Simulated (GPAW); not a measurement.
Wanted: an ASE script for a GPAW 26.7.0 run.

```yaml
Task: relaxation of cell and atoms
Functional: PBE
Potentials_or_basis: GPAW PAW data sets (gpaw-data 1.2.1)
Cutoff: 600 eV
Basis: pw
k_mesh: 11 × 11 × 11
Occupations: fermi-dirac, width 0.05 eV
Spin: no spin polarisation
Target_pressure: 10 GPa
Maxiter: 150
Optimizer: BFGS
Fmax: 0.02 eV/Å
Max_steps: 60
Target_pressure: 10 GPa
Convergence: density=1e-05 forces=0.0001
```

Ag:

```
CELL_PARAMETERS angstrom
-1.65565 1.65565 1.65565
1.65565 -1.65565 1.65565
1.65565 1.65565 -1.65565
ATOMIC_POSITIONS crystal
Ag 0.00000 0.00000 0.00000
```

This isn't the form of Ag at room conditions, which is fcc.

The input as run:

run.py

```python
from ase import Atoms
from ase.filters import FrechetCellFilter
from ase.io import write
from ase.optimize import BFGS
from ase.units import GPa
from gpaw import GPAW, PW

atoms = Atoms(['Ag'],
              cell=[[-1.655654, 1.655654, 1.655654],
                    [1.655654, -1.655654, 1.655654],
                    [1.655654, 1.655654, -1.655654]],
              scaled_positions=[[0.0, 0.0, 0.0]],
              pbc=True)

calc = GPAW(mode=PW(600),
            xc='PBE',
            kpts={'size': (11, 11, 11), 'gamma': True},
            occupations={'name': 'fermi-dirac', 'width': 0.05},
            nbands=18,
            convergence={'density': 1e-05, 'forces': 0.0001},
            maxiter=150,
            txt='gpaw.txt')
atoms.calc = calc
opt = BFGS(FrechetCellFilter(atoms, scalar_pressure=10 * GPa), trajectory='relax.traj', logfile='-')
done = opt.run(fmax=0.02, steps=60)
calc.write('gs.gpw')
write('result.traj', atoms)
print('Converged:', done)
print('Cell:', atoms.cell.cellpar().round(4))
print('Volume:', round(atoms.get_volume(), 4))
print(atoms.get_scaled_positions().round(5))
```

Potentials or basis: GPAW PAW data sets (gpaw-data 1.2.1), pw.

Command:

```bash
$ OMP_NUM_THREADS=1 python run.py
```

It gave:

- Relaxed volume: 16.48 Å³/atom
- Relaxed cell: a = 2.777 Å, b = 2.777 Å, c = 2.777 Å, α = 109.47°, β = 109.47°, γ = 109.47°
- Space group after relaxing (to 0.05 Å): Im-3m (No. 229)
- Energy change on relaxing (the enthalpy is what falls): +42.2 meV/atom
- Ionic steps: 4
- Pressure after relaxing: 9.9 GPa
- Band gap on the k mesh: none (metal or under the smearing width)

Caveat: later steps reuse the first step's grids.

It took 61 s on 1 thread of Arm Neoverse N1, on a shared host, peak memory 0.17 GiB.
